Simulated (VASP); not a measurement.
Wanted: the native input for a VASP 6.6.1 run.

```
Task                      : vibrations by finite differences
Functional                : PBE
Potentials or basis       : VASP PAW PBE potentials, release 64 (Pt)
Cutoff                    : 520 eV
k mesh                    : 6 × 6 × 6
Occupations               : gaussian, width 0.1 eV
Spin                      : no spin polarisation
Ions in elastic constants : relaxed
Further INCAR settings    : ALGO = Normal; EDIFF = 1e-08; IBRION = 6; POTIM = 0.015; NSW = 1; ISIF = 3
```

The structure of Pt lies in POSCAR:

```
Pt                                      
1.0
    0.0000000000      1.9769175493      1.9769175493
    1.9769175493      0.0000000000      1.9769175493
    1.9769175493      1.9769175493      0.0000000000
  Pt            
     1
Direct
     0.0000000000000000    0.0000000000000000    0.0000000000000000
```

These files were run (other wordings do the same):

INCAR

```
SYSTEM = Pt
ALGO     = Normal         ! electronic algorithm
EDIFF    = 1E-8           ! SCF threshold, eV
ENCUT    = 520            ! plane-wave cutoff, eV
GGA      = PE             ! functional
IBRION   = 6              ! ionic algorithm
ISIF     = 3              ! what is computed and relaxed
ISMEAR   = 0              ! smearing method
LASPH    = .True.         ! aspherical terms in the spheres
LCHARG   = .False.        ! write CHGCAR
LREAL    = .False.        ! projectors in reciprocal space
LWAVE    = .False.        ! write WAVECAR
NELM     = 80             ! most SCF steps
NFREE    = 2            
NSW      = 1              ! ionic steps
POTIM    = 0.015          ! step
PREC     = Accurate       ! precision mode
SIGMA    = 0.1            ! smearing width, eV
```

KPOINTS

```
k-points
0
Gamma
  6 6 6
  0 0 0
```

Potentials or basis: VASP PAW PBE potentials, release 64 (Pt).

The run is started by

```sh
$ cat potpaw_PBE.64/Pt/POTCAR > POTCAR
$ mpirun -np 1 vasp_std > vasp.out
```

Results of the run:

```json
{
  "Elastic constants C11, C12, C44": "344, 218, 75 GPa",
  "Voigt bulk modulus": "260 GPa"
}
```

Caveat: the k mesh is coarse (spacing up to 0.46 Å⁻¹), so the values aren't converged; elastic constants of metals need much finer meshes, so these are rough.

It took 33 s on 1 thread of Intel(R) Xeon(R) 6975P-C (Granite Rapids), with other jobs on the host, peak memory 0.16 GiB.
